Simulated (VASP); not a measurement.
# Ta2N (P-3m1) in VASP: further runs, part 2 of 2

VASP 6.6.1. The steps go on from the part before.

### 4 Single point, PBEsol

run.py

```python
from ase.calculators.vasp import Vasp
from ase.dft.bandgap import bandgap
from ase.spacegroup import crystal

atoms = crystal(
    ['Ta', 'N'],
    basis=[[0.3333333333, 0.6666666667, 0.254711], [0.0, 0.0, 0.0]],
    spacegroup=164,
    setting=1,
    cellpar=[3.11286151, 3.11286151, 4.869841, 90.0, 90.0, 120.0],
    primitive_cell=True,
)
calc = Vasp(
    directory='calc',
    xc='pbesol',
    pp='PBE',
    setups='materialsproject',
    prec='Accurate',
    encut=520,
    ediff=1e-06,
    ismear=0,
    sigma=0.05,
    lreal=False,
    lasph=True,
    nelm=60,
    algo='Normal',
    isif=2,
    lwave=False,
    lcharg=True,
    lelf=True,
    lvhar=True,
    kpts=[10, 10, 6],
    gamma=True,
)
atoms.calc = calc

print('energy (eV):', atoms.get_potential_energy())
print('free energy (eV):', atoms.get_potential_energy(force_consistent=True))
print('forces (eV/A):')
print(atoms.get_forces())
print('stress (eV/A^3, Voigt):', atoms.get_stress())
print('Fermi level (eV):', calc.get_fermi_level())
gap, top, bottom = bandgap(calc)
print('band gap (eV):', gap, 'from (spin, k, band)', top, 'to', bottom)
```

Potentials or basis: VASP PAW PBE potentials, release 64 (Ta_pv, N).

Command:

```sh
$ python run.py
```

What it wrote:

```text
energy (eV): -36.45187103
free energy (eV): -36.45338951
forces (eV/A):
[[ 0.         -0.         -0.23748394]
 [-0.          0.          0.23748394]
 [ 0.          0.          0.        ]]
stress (eV/A^3, Voigt): [ 0.05581161  0.05581161  0.05103591 -0.         -0.          0.        ]
Fermi level (eV): 7.29039762
band gap (eV): 0.0 from (spin, k, band) (None, None, None) to (None, None, None)
```

OUTCAR:

```text
ENCUT = 520.000000
   EDIFF = 1.00e-06
   GGA = PS
   PREC = Accurate
   ISIF = 2
   ISMEAR = 0
   NELM = 60
   LASPH = .TRUE.
   LREAL = .FALSE.

 ion  position               nearest neighbor table
   1  0.333  0.667  0.255-   3 2.18   3 2.18   3 2.18   2 2.99   2 2.99   2 2.99   2 3.06   2 3.06
                             2 3.06
   2  0.667  0.333  0.745-   3 2.18   3 2.18   3 2.18   1 2.99   1 2.99   1 2.99   1 3.06   1 3.06
                             1 3.06
   3  0.000  0.000  0.000-   1 2.18   2 2.18   1 2.18   2 2.18   2 2.18   1 2.18

  LATTYP: Found a hexagonal cell.
 ALAT       =     3.1128615100
 C/A-ratio  =     1.5644258456

  Lattice vectors:

 A1 = (   3.1128615100,   0.0000000000,   0.0000000000)
 A2 = (  -1.5564307550,   2.6958171461,   0.0000000000)
 A3 = (   0.0000000000,   0.0000000000,   4.8698410000)

Analysis of symmetry for initial positions (statically):
=====================================================================
 Subroutine PRICEL returns:
 Original cell was already a primitive cell.

 Routine SETGRP: Setting up the symmetry group for a
 hexagonal supercell.

 Subroutine GETGRP returns: Found 12 space group operations
 (whereof 12 operations were pure point group operations)
 out of a pool of 24 trial point group operations.

The static configuration has the point symmetry D_3d.

Analysis of symmetry for dynamics (positions and initial velocities):
=====================================================================
 Subroutine PRICEL returns:
 Original cell was already a primitive cell.

 Routine SETGRP: Setting up the symmetry group for a
 hexagonal supercell.

 Subroutine GETGRP returns: Found 12 space group operations
 (whereof 12 operations were pure point group operations)
 out of a pool of 24 trial point group operations.

The dynamic configuration has the point symmetry D_3d.

 Subroutine INISYM returns: Found 12 space group operations
 (whereof 12 operations are pure point group operations),
 and found     1 'primitive' translations

----------------------------------------------------------------------------------------

                                     Primitive cell

  volume of cell :      40.8663

  direct lattice vectors                    reciprocal lattice vectors
     3.112861510  0.000000000  0.000000000     0.321247828  0.185472520  0.000000000
    -1.556430755  2.695817146  0.000000000     0.000000000  0.370945040  0.000000000
     0.000000000  0.000000000  4.869841000     0.000000000  0.000000000  0.205345513
[... 89 lines left out ...]
   NSW    =      0    number of steps for IOM
   IBRION =     -1    ionic relax: 0-MD 1-quasi-New 2-CG
   NFREE  =      0    steps in history (QN), initial steepest desc. (CG)
   ISIF   =      2    stress and relaxation
   ISYM   =      2    0-nonsym 1-usesym 2-fastsym
   POTIM  = 0.5000    time-step for ionic-motion
   TEBEG  =    0.0;   TEEND  =   0.0 temperature during run
   PSTRESS=    0.0 pullay stress
   NELECT =      27.0000    total number of electrons
   NUPDOWN=      -1.0000    fix difference up-down
   EMIN   =  10.00;   EMAX   =-10.00  energy-range for DOS
   EFERMI =   0.00;   METHOD = LEGACY
   ISMEAR =     0;   SIGMA  =   0.05  broadening in eV -4-tet -1-fermi 0-gaus
   EFERMI_NEDOS =   21; number of points for ismear=-14 and -15
   IALGO  =     38    algorithm
   IMIX   =      4    mixing-type and parameters
     AMIX     =   0.40;   BMIX     =  1.00
     AMIX_MAG =   1.60;   BMIX_MAG =  1.00
  volume/ion in A,a.u.               =      13.62        91.93
  Fermi-wavevector in a.u.,A,eV,Ry     =   1.425852  2.694469 27.661374  2.033054
  Thomas-Fermi vector in A             =   2.546192
   LORBIT       =      0    0 simple, 1 ext, 2 COOP (PROOUT), +10 PAW based schemes
   GGA     = PS    functional components
   LHFCALC =     F    Hartree Fock is set to
   AEXX    =    0.0000 exact exchange contribution
   IVDW    =     0    specifies the selected vdW correction
   LEPSILON=     F    determine dielectric tensor
   LRPA    =     F    only Hartree local field effects (RPA)
 non-spin polarized calculation
 Gauss-broadening in eV      SIGMA  =   0.05
  energy-cutoff  :      520.00
  volume of cell :       40.87
 maximum number of plane-waves:      1114
 NGX is ok and might be reduce to    24

 number of electron      26.9999996 magnetization

 Free energy of the ion-electron system (eV)
  ---------------------------------------------------
  ext. energy  EPLUGINS =         0.00000000
  ---------------------------------------------------
  free energy    TOTEN  =       -36.45338951 eV

  energy without entropy =      -36.45035256  energy(sigma->0) =      -36.45187103

 E-fermi :   7.2904     XC(G=0): -12.9755

 val. band max:        7.2873775864   @ k =  -0.1000   0.4000   0.1667
 cond. band min:       7.2921460047   @ k =   0.0000   0.3000   0.3333
 fundamental gap:      0.0047684183
 Fermi energy:         7.2903976186

 k-point     1 :       0.0000    0.0000    0.0000
  band No.  band energies     occupation
      1     -28.3337      2.00000
      2     -27.6170      2.00000
      3     -27.6170      2.00000
      4     -27.4907      2.00000
      5     -27.4907      2.00000
      6     -27.3717      2.00000
[... 457 lines left out ...]
      4     -27.7949      2.00000
      5     -27.5839      2.00000
      6     -27.5812      2.00000
[... 9 lines left out ...]
     16      10.7043      0.00000
     17      10.9042      0.00000

 [... further k-points ...]

------------------------ aborting loop because EDIFF is reached ----------------------------------------

  FORCE on cell =-STRESS in cart. coord.  units (eV):
  Direction    XX          YY          ZZ          XY          YZ          ZX
  --------------------------------------------------------------------------------------
  -------------------------------------------------------------------------------------
  Total       -2.2808113     -2.2808113     -2.0856463     -0.0000000      0.0000000      0.0000000
  in kB      -89.4200549    -89.4200549    -81.7685385     -0.0000000      0.0000000      0.0000000
  external PRESSURE =     -86.8695494 kB  Pullay stress =       0.0000000 kB

 VOLUME and BASIS-vectors are now :
 -----------------------------------------------------------------------------
  energy-cutoff  :      520.00
  volume of cell :       40.87
      direct lattice vectors                 reciprocal lattice vectors
     3.112861510  0.000000000  0.000000000     0.321247828  0.185472520  0.000000000
    -1.556430755  2.695817146  0.000000000     0.000000000  0.370945040  0.000000000
     0.000000000  0.000000000  4.869841000     0.000000000  0.000000000  0.205345513

 POSITION                                       TOTAL-FORCE (eV/Angst)
 -----------------------------------------------------------------------------------
     -0.00000      1.79721      1.24040         0.000000     -0.000000     -0.237484
      1.55643      0.89861      3.62944        -0.000000      0.000000      0.237484
      0.00000      0.00000      0.00000         0.000000      0.000000      0.000000
 -----------------------------------------------------------------------------------
    total drift:                               -0.000000      0.000000      0.000000

  FREE ENERGIE OF THE ION-ELECTRON SYSTEM (eV)
  ---------------------------------------------------
  free  energy   TOTEN  =       -36.4533895059 eV

  energy  without entropy=      -36.4503525619  energy(sigma->0) =      -36.45187103
```

INCAR:

```text
ENCUT = 520.000000
SIGMA = 0.050000
EDIFF = 1.00e-06
ALGO = Normal
GGA = PS
PREC = Accurate
ISIF = 2
ISMEAR = 0
NELM = 60
LASPH = .TRUE.
LCHARG = .TRUE.
LELF = .TRUE.
LVHAR = .TRUE.
LWAVE = .FALSE.
LREAL = .FALSE.
```

Wall time 19 s (1 thread of Intel Xeon 6975P-C (Granite Rapids), shared host); peak memory 0.18 GiB.

Results:

- Free energy: -36.4534 eV
- Pressure: -8.7 GPa
- Largest force: 0.237 eV/Å
- Band gap on the k mesh: none (metal or under the smearing width)

Forces on the atoms (eV/Å):
```
Ta   0.000  0.000 -0.237
Ta   0.000  0.000  0.237
N    0.000  0.000  0.000
```

Stress tensor (GPa, compression positive):
```
-8.94  0.00  0.00
 0.00 -8.94  0.00
 0.00  0.00 -8.18
```

Levels at points of the mesh, in eV from the Fermi level:
```
           k point  band 12  band 13  band 14  band 15  band 16  band 17
(0.00, 0.00, 0.00)    -0.67    -0.24    -0.24     0.26     0.26     0.31
(0.50, 0.00, 0.00)    -2.59    -1.35     1.77     1.89     3.70     4.03
(0.00, 0.00, 0.50)    -2.62    -1.12    -1.12     1.80     1.91     2.27
(0.50, 0.00, 0.50)    -2.13    -2.10    -0.25     0.72     3.27     3.52
```

Caveat: the PAW data sets were made with another functional, which shifts forces and pressure a little.

### 5 Relaxation of the atoms, PBEsol (volume scaled by 0.92)

run.py

```python
from ase.calculators.vasp import Vasp
from ase.spacegroup import crystal

atoms = crystal(
    ['Ta', 'N'],
    basis=[[0.3333333333, 0.6666666667, 0.254711], [0.0, 0.0, 0.0]],
    spacegroup=164,
    setting=1,
    cellpar=[3.02753432, 3.02753432, 4.73635294, 90.0, 90.0, 120.0],
    primitive_cell=True,
)
calc = Vasp(
    directory='calc',
    xc='pbesol',
    pp='PBE',
    setups='minimal',
    pp_version='54',
    prec='Accurate',
    encut=500,
    ediff=1e-06,
    ismear=-5,
    sigma=0.05,
    lreal=False,
    lasph=True,
    nelm=60,
    algo='Normal',
    isif=2,
    lwave=False,
    lcharg=False,
    ibrion=2,
    nsw=60,
    ediffg=-0.02,
    kpts=[10, 10, 6],
    gamma=True,
)
atoms.calc = calc

print('energy (eV):', atoms.get_potential_energy())
print('free energy (eV):', atoms.get_potential_energy(force_consistent=True))
print('forces (eV/A):')
print(atoms.get_forces())
print('stress (eV/A^3, Voigt):', atoms.get_stress())
print('Fermi level (eV):', calc.get_fermi_level())
print('cell (A, degrees):', atoms.cell.cellpar())
print('volume (A^3):', atoms.get_volume())
print('scaled positions:')
print(atoms.get_scaled_positions())
```

Potentials or basis: VASP PAW PBE potentials, release 54 (Ta, N).

Command:

```sh
$ python run.py
```

It took 36 s on 1 thread of Intel Xeon 6975P-C (Granite Rapids), shared host; peak memory 0.18 GiB.

Results (log left out):

```
Free energy                  : -36.5314 eV
Energy gained by relaxing    : 1.3 meV/atom
Ionic steps                  : 4
Pressure after relaxing      : 16.7 GPa
Largest force after relaxing : 0.003 eV/Å
Band gap on the k mesh       : none (metal or under the smearing width)
```

Forces on the atoms (eV/Å):
```
Ta   0.000  0.000  0.003
Ta   0.000  0.000 -0.003
N    0.000  0.000  0.000
```

Stress tensor (GPa, compression positive):
```
16.01  0.00  0.00
 0.00 16.01  0.00
 0.00  0.00 18.05
```

Step by step:
| step | energy change (eV) | largest force (eV/Å) | pressure (GPa) |
| --- | --- | --- | --- |
| 1 | 0.0000 | 0.4220 | 17.58 |
| 2 | -0.0018 | 0.2448 | 16.29 |
| 3 | -0.0040 | 0.0927 | 16.84 |
| 4 | -0.0040 | 0.0030 | 16.69 |

Final structure:
```yaml
crystal:
  lattice:
    - [3.02753, 0.00000, 0.00000]
    - [-1.51377, 2.62192, 0.00000]
    - [0.00000, 0.00000, 4.73635]
  atoms:
    - { symbol: Ta, position: [0.33333, 0.66667, 0.25756] }
    - { symbol: Ta, position: [0.66667, 0.33333, 0.74244] }
    - { symbol: N, position: [0.00000, 0.00000, 0.00000] }
```

Levels at points of the mesh, in eV from the Fermi level:
```
           k point  band 4  band 5  band 6  band 7  band 8  band 9  band 10  band 11
(0.00, 0.00, 0.00)   -6.38   -4.91   -0.77   -0.29   -0.29    0.23     0.29     0.29
(0.50, 0.00, 0.00)   -6.75   -5.05   -2.72   -1.26    1.91    2.11     4.23     4.50
(0.00, 0.00, 0.50)   -6.59   -3.20   -2.58   -1.27   -1.27    1.98     2.43     2.59
(0.50, 0.00, 0.50)   -6.42   -3.56   -2.18   -2.11   -0.42    0.70     3.75     4.01
```

Caveat: the PAW data sets were made with another functional, which shifts forces and pressure a little.

### 6 Electrostatic potential, LDA (cell strained at random at fixed volume)

INCAR

```
ALGO = Fast ; EDIFF = 1E-7
ENCUT = 520 ; ISIF = 2
ISMEAR = 0 ; LASPH = F
LCHARG = T ; LREAL = F
LVHAR = T ; LWAVE = F
NELM = 80 ; PREC = Accurate
SIGMA = 0.05
```

KPOINTS

```
k-points
0
Monkhorst-Pack
  8 8 5
```

POSCAR

```
Ta2N
1.0
    3.1801310000      0.0446750000     -0.0187540000
   -1.5513750000      2.6994700000      0.0471200000
   -0.0293390000      0.0681810000      4.7233850000
Ta N
2 1
Direct
    0.3333333333      0.6666666667      0.2547110000
    0.6666666667      0.3333333333      0.7452890000
    0.0000000000      0.0000000000      0.0000000000
```

Potentials or basis: VASP PAW LDA potentials, release 64 (Ta_pv, N).

Command:

```sh
$ cat potpaw_LDA.64/Ta_pv/POTCAR potpaw_LDA.64/N/POTCAR > POTCAR
$ mpirun -np 1 vasp_std > vasp.out
```

It took 55 s on 1 thread of Intel Xeon 6975P-C (Granite Rapids), shared host; peak memory 0.22 GiB.

Results (log left out):

```
Free energy   : -37.5005 eV
Pressure      : -12.5 GPa
Largest force : 0.751 eV/Å
```

Forces in eV/Å, atoms in the order of the input:
```
Ta   0.031 -0.155 -0.734
Ta  -0.031  0.155  0.734
N    0.000  0.000  0.000
```

Stress tensor (GPa, compression positive):
```
-16.74  -4.21   3.30
 -4.21 -14.98  -4.30
  3.30  -4.30  -5.92
```

Levels at points of the mesh, in eV from the Fermi level:
| k point | band 11 | band 12 | band 13 | band 14 | band 15 | band 16 |
| --- | --- | --- | --- | --- | --- | --- |
| (0.06, 0.06, 0.00) | -3.99 | -1.54 | -0.72 | -0.33 | 0.20 | 0.40 |

Spin-orbit coupling is left out, which matters for the levels of Ta.

### 7 Summary

```tsv
task	level	potentials or basis	cell	k mesh	cutoff (eV)	smearing	ladder	optimiser	monkhorst-Pack mesh	other keys	gap on the mesh (eV)	pressure (GPa)	largest force (eV/Å)
relaxation of cell and atoms	LDA	VASP PAW LDA potentials, release 64 (Ta_pv, N)	relaxed	8 × 8 × 6	600	fermi-dirac 0.05 eV	gaps	-	-	-	none	0.0	-
single point	PBEsol	VASP PAW PBE potentials, release 64 (Ta_pv, N)	as given	10 × 10 × 6	520	gaussian 0.05 eV	-	-	-	-	none	-8.7	0.24
relaxation of the atoms	PBEsol	VASP PAW PBE potentials, release 54 (Ta, N)	atoms relaxed from: volume scaled by 0.92	10 × 10 × 6	500	tetrahedron	-	vasp	-	-	none	16.7	-
electrostatic potential	LDA	VASP PAW LDA potentials, release 64 (Ta_pv, N)	cell strained at random at fixed volume	8 × 8 × 5	520	gaussian 0.05 eV	-	-	yes	LASPH = no; shifted = yes; k = 8 × 8 × 5	-	-12.5	0.75
```

Alike in all rows: no spin polarisation.

Caveats: the PAW data sets were made with another functional, which shifts forces and pressure a little (some runs).

Absolute energies hang on the potentials; compare differences alone.
